Plane-wave Kohn–Sham DFT calculations with ABINIT 10.8.3 for zinc-blende GaP (2-atom cell, conventional edge 5.4505 Å), without spin polarisation or spin–orbit coupling. All rows use an 8 × 8 × 8 k mesh, from whose points both gaps are taken, and Fermi–Dirac occupations with a smearing width of 0.05 eV.

```
functional                            potentials  wave cutoff  gap on mesh (eV)  direct gap on mesh (eV)
       PBE  PseudoDojo-NC-SR-PBE-v0.4.1-standard   1088.46 eV             1.645                    1.818
    PBEsol                      JTH-PAW-PBE-v2.0   544.228 eV             1.515                    1.742
      AM05                      JTH-PAW-PBE-v2.0   544.228 eV             1.598                    1.824
      BP86                      JTH-PAW-PBE-v2.0   544.228 eV             1.640                    1.748
     HLE16                      JTH-PAW-PBE-v2.0   544.228 eV             2.280                    2.280
      PW91  PseudoDojo-NC-SR-PBE-v0.4.1-standard   1088.46 eV             1.633                    1.774
```

Gallium phosphide is a semiconductor whose electrons can't cross the gap by absorbing light alone at the lowest possible energy. The top of the valence band and the bottom of the conduction band lie at different crystal momenta, so the cheapest transition needs a lattice vibration or an impurity to supply the difference. The table therefore has two gaps. "Gap on mesh" is the smallest energy between any filled and any empty level among the sampled momenta, and "direct gap on mesh" is the smallest one at a single momentum. A band minimum that lies between the mesh points is missed, so the true smallest gap can be slightly lower. Where the first is the lower of the two, the gap is indirect.

Five rows, PBE, PBEsol, AM05, BP86 and PW91, are ordinary gradient-corrected functionals, and they tell much the same story. Their smallest gaps lie within 0.13 eV of each other. Measurement gives roughly 2.3 eV for the indirect gap and 2.8 eV for the direct one (rough recalled values), so all five fall well short. Since they fall short by similar amounts, their results can be guessed from the measured gaps:

computed gap ≈ (2/3) × measured gap

The reason for the shortfall is standard theory. A measured gap compares two acts, taking an electron out of the crystal and putting an extra one in. The calculation instead reads the gap from the levels of electrons that all move in one common potential. In the exact theory this potential jumps upward everywhere as soon as an electron is added across the gap, and the jump belongs to the measured gap. A functional that knows only the local density and its gradient has no such jump, and unless it is specially built to widen gaps, its gap usually comes out too small. Spin-orbit coupling and lattice vibrations are missing as well, but their effects in GaP are small beside a shortfall of some 0.7 eV.

Now the rule at work on PBE. For the smallest gap it gives

(2/3) × 2.3 eV ≈ 1.53 eV

and the table has 1.645 eV, so the guess is 0.11 eV too low. For the direct gap it gives

(2/3) × 2.8 eV ≈ 1.87 eV

against a computed 1.818 eV, which is slightly too high. Two multiplications have placed both gaps to about a tenth of an eV.

PBEsol gets the same two guesses, because the rule doesn't know which functional is meant. Here the smallest gap, 1.515 eV, is met almost exactly, while the direct gap, 1.742 eV, is guessed 0.12 eV too high. The two rows differ in their potentials too, but BP86 shares those of PBEsol and still has a smallest gap of 1.640 eV. The choice among ordinary functionals can thus move this gap by about a tenth of an eV, and the rule can't foresee in which direction.

Both worked rows helped to set the factor. A least-squares fit to the two gaps of all five ordinary functionals gives 0.66, which is two thirds for any practical purpose. Over these ten values the rule misses by 0.09 eV (root mean square) and by 0.12 eV at worst, as the output below shows. This measures how well one number sums up the five rows; it is no test on fresh data.

The natural rival is to subtract one fixed energy from both gaps, since the missing jump is the same at every momentum. The best such shift, 0.86 eV, misses by up to 0.20 eV. It fails because the direct gap falls short by more than the indirect one: measurement puts them about 0.5 eV apart, the five functionals only 0.18 eV on average. A factor takes more from the larger gap and so imitates this, though not fully, for it still leaves them 0.33 eV apart.

So the computed conduction levels are also misplaced relative to each other, as judged by measurement. The approximate functionals need not carry all the blame, since even in the exact theory the levels above the lowest empty one needn't match measured energies. Spin-orbit coupling can't be blamed for that, because it chiefly moves the valence top, which both gaps share. A likely cause is the shape of the orbitals. The lowest conduction level at zero momentum, the point called Γ, is built largely from s orbitals, which reach close to the nuclei and feel errors of the potential there most strongly. These runs don't isolate that cause.

HLE16 breaks the rule, and in an instructive way. It was built to widen gaps, and its smallest gap of 2.280 eV looks like a success beside the measured 2.3 eV. But this gap is direct, whereas that of the real crystal is indirect. The right comparison for a direct gap is 2.8 eV, and there HLE16 still falls short by half an eV. The agreement joins a computed transition of one kind to a measured transition of another.

The levels show how the order changed. Going from PBEsol to HLE16 on the same potentials, the lowest conduction level rises against the valence top by 0.54 eV at Γ, but by 1.18 eV at a point three quarters of the way towards the zone boundary point X. In PBEsol that second level lay about 0.2 eV below the one at Γ; in HLE16 it lies 0.4 eV above. The levels have moved apart unevenly, and their order is reversed. A third valley, at the zone boundary point L, lies between these two in both rows; in HLE16 it is only 0.09 eV above the level at Γ. The potentials were made for PBE and are flagged as unfit for so strongly reshaped a functional, so it remains open how much of this is due to HLE16 itself.

The size of the gap sets the colour of the emitted light, but the order of the valleys decides how readily the crystal emits. In a direct semiconductor an electron at the band edge can fall back and emit light by itself; in an indirect one it needs help from a vibration or an impurity, and the pure crystal emits only weakly. Someone choosing a material for a lamp by the HLE16 row would get a plausible colour and a wrong idea of the efficiency. The two-thirds rule can't predict such a change of order, because it takes the order of the valleys from the measured input.

The rule holds for the cell of the table, which was the same for every functional. Under HLE16 this cell is stretched and would shrink if released, with a computed pressure of −11 GPa. Shrinking GaP is expected to raise the Γ level relative to the valleys at L and near X, so the smallest gap of that row may well turn indirect. PBE would rather expand, which works the other way and would narrow the 0.17 eV by which its indirect gap is the lower one. With a computed pressure of 2.6 GPa, the expansion can be expected to use up much of that margin and perhaps all of it.

For a neighbouring semiconductor, carry over the reasoning and leave the factor behind. An ordinary gradient-corrected functional will usually give too small a gap, and an s-like valley at Γ is likely to suffer most. How much is lost differs from one material to the next: in germanium such calculations nearly close the gap, where two thirds would be far too generous.

Numerical output:

```
Two-thirds rule, smallest gap (eV): 1.533
Two-thirds rule, direct gap (eV): 1.867
Least-squares factor for both gaps of the five GGAs: 0.6612
Rule less computed value, and direct less smallest gap (eV):
     row  miss smallest gap  miss direct gap  direct less smallest
     PBE            -0.1117          0.04867                 0.173
  PBEsol            0.01833           0.1247                 0.227
    AM05           -0.06467          0.04267                 0.226
    BP86            -0.1067           0.1187                 0.108
   HLE16            -0.7467          -0.4133                     0
    PW91           -0.09967          0.09267                 0.141
Largest miss of the rule, smallest gap, five GGAs (eV): 0.1117
Largest miss of the rule, direct gap, five GGAs (eV): 0.1247
Rms miss of the rule over both gaps, five GGAs (eV): 0.08983
Best rigid shift for both gaps (eV): 0.8563
Largest miss of the rigid shift, smallest gap, five GGAs (eV): 0.2013
Largest miss of the rigid shift, direct gap, five GGAs (eV): 0.2017
Spread of the smallest gap over five GGAs (eV): 0.13
Spread of the direct gap over five GGAs (eV): 0.082
Direct less smallest gap by the rule (eV): 0.3333
Direct less smallest gap, mean of five GGAs (eV): 0.175
Rise from PBEsol to HLE16 at Gamma (eV): 0.538
Rise from PBEsol to HLE16 at L (eV): 0.792
Rise from PBEsol to HLE16 three quarters of the way to X (eV): 1.178
HLE16, L level above the Gamma conduction level (eV): 0.0946
HLE16, level towards X above the Gamma conduction level (eV): 0.4197
```
